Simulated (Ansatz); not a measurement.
Crystal: Bi.

```
Bi
1.0
    -1.98143    1.98143    1.98143
     1.98143   -1.98143    1.98143
     1.98143    1.98143   -1.98143
Bi
1
Direct
  0.00000 0.00000 0.00000
```

This isn't the form of Bi at room conditions, which is rhombohedral.

- Program: Ansatz 0.2.0
- Task: relaxation of cell and atoms
- Functional: PBEsol
- Dispersion: D4
- Potentials or basis: Ansatz PAW
- Cutoff: 420 eV (not typed: the program's choice for these potentials)
- k mesh: 9 × 9 × 9
- Occupations: fermi-dirac, width 0.05 eV
- Spin: no spin polarisation

At the start: volume 31.12 Å³/atom.

Q: Where does the relaxation end?

A: It ends after 5 steps and the volume is 29.17 Å³/atom (-6.3 %); space group Im-3m (No. 229, to 0.05 Å).

The path:
```csv
step,energy change (eV),largest force (eV/Å),volume (Å³)
1,0.0000,0.0000,31.12
2,-0.0217,0.0000,28.65
3,-0.0234,0.0000,29.21
4,-0.0234,0.0000,29.17
5,-0.0230,0.0000,29.17
```

Final structure:
```xyz
1
Lattice="-1.9392 1.9392 1.9392 1.9392 -1.9392 1.9392 1.9392 1.9392 -1.9392" Properties=species:S:1:pos:R:3 pbc="T T T"
Bi    0.0000    0.0000    0.0000
```

Caveat: the plane-wave basis is chosen anew once the cell has moved, so the energies of steps on either side of that aren't comparable; pairwise dispersion overbinds metals, which lowers pressure and volume; the PAW data sets come from PBE, with cores solved anew for the run's functional, which leaves a small shift of forces and pressure.
